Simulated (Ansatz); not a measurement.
# Band structure of BaTe

```
CELL_PARAMETERS angstrom
0.00000 3.41000 3.41000
3.41000 0.00000 3.41000
3.41000 3.41000 0.00000
ATOMIC_POSITIONS crystal
Ba 0.00000 0.00000 0.00000
Te 0.50000 0.50000 0.50000
```

Atoms are numbered in the order listed.

The cell is COD entry 1010423, as deposited and not checked against the literature; nothing was relaxed. It is an old determination, and later ones may differ.

No spin–orbit coupling, which matters for the heavy atoms here.

Level of theory: DFT, PBE, all-electron LAPW, scalar-relativistic (Ansatz 0.2.0).

Settings: a Γ-centred 10×10×10 k mesh, Fermi–Dirac smearing of 0.05 eV, basis error target 0.25 meV/atom, no spin polarisation.

Points in fractions of the reciprocal vectors of this cell: Γ (0, 0, 0), X (0.5, 0, 0.5), U (0.625, 0.25, 0.625), K (0.375, 0.375, 0.75), L (0.5, 0.5, 0.5), W (0.5, 0.25, 0.75). The path joins them by straight lines in the order Γ–X–U–K–Γ–L–W–X; legs that retrace an earlier one aren't tabulated. Energies are in eV from the top of the valence band.

Metal or insulator at this level of theory?

An insulator or semiconductor: gap 1.43 eV, indirect from Γ to X (0.5, 0, 0.5).

Tabulate bands 23 to 29, counted from the lowest band of the run, along the path.


```csv
k (1/Å),point,band 23,band 24,band 25,band 26,band 27,band 28,band 29
0.00,Γ,-9.66,0.00,0.00,0.00,2.96,2.96,2.96
0.23,,-9.46,-0.86,-0.13,-0.13,2.61,3.49,3.49
0.46,,-9.24,-1.60,-0.30,-0.30,2.02,4.09,4.10
0.69,,-9.32,-1.41,-0.35,-0.35,1.58,4.46,4.78
0.92,X,-9.43,-1.07,-0.34,-0.34,1.43,4.66,5.09
1.00,,-9.41,-1.06,-0.44,-0.38,1.52,4.75,5.20
1.08,,-9.35,-1.06,-0.69,-0.49,1.77,5.00,5.49
1.17,,-9.26,-1.04,-1.00,-0.64,2.12,5.40,5.51
1.25,U,-9.15,-1.31,-1.02,-0.80,2.55,5.17,5.38
1.39,,-9.09,-1.47,-0.99,-0.88,2.96,4.43,5.46
1.53,,-9.07,-1.54,-0.95,-0.95,3.59,3.66,5.48
1.67,,-9.09,-1.47,-0.99,-0.88,2.96,4.43,5.46
1.81,K,-9.15,-1.31,-1.02,-0.80,2.55,5.17,5.38
2.06,,-8.92,-1.92,-1.12,-0.86,4.15,4.21,4.45
2.30,,-9.04,-1.72,-1.00,-0.55,3.37,3.65,4.15
2.54,,-9.43,-0.78,-0.44,-0.17,3.00,3.14,3.44
2.79,Γ,-9.66,0.00,0.00,0.00,2.96,2.96,2.96
2.99,,-9.49,-0.53,-0.26,-0.26,2.99,3.17,3.17
3.19,,-9.14,-1.44,-0.73,-0.73,3.16,3.72,3.72
3.39,,-8.81,-2.12,-1.09,-1.09,3.65,4.53,4.53
3.59,L,-8.67,-2.38,-1.22,-1.22,4.23,5.04,5.15
3.75,,-8.74,-2.25,-1.17,-1.17,4.03,4.66,5.22
3.91,,-8.90,-1.91,-1.06,-1.06,3.75,4.05,5.49
4.07,,-9.07,-1.54,-0.95,-0.95,3.59,3.66,5.48
4.24,W,-9.14,-1.36,-0.91,-0.91,3.55,3.55,5.14
4.35,,-9.18,-1.24,-1.00,-0.78,2.77,4.38,5.06
4.47,,-9.29,-1.04,-0.90,-0.61,2.11,4.92,5.19
4.58,,-9.39,-1.06,-0.52,-0.43,1.62,4.78,5.35
4.70,X,-9.43,-1.07,-0.34,-0.34,1.43,4.66,5.09
```

Kohn–Sham gaps of semilocal functionals usually fall short of measured ones.
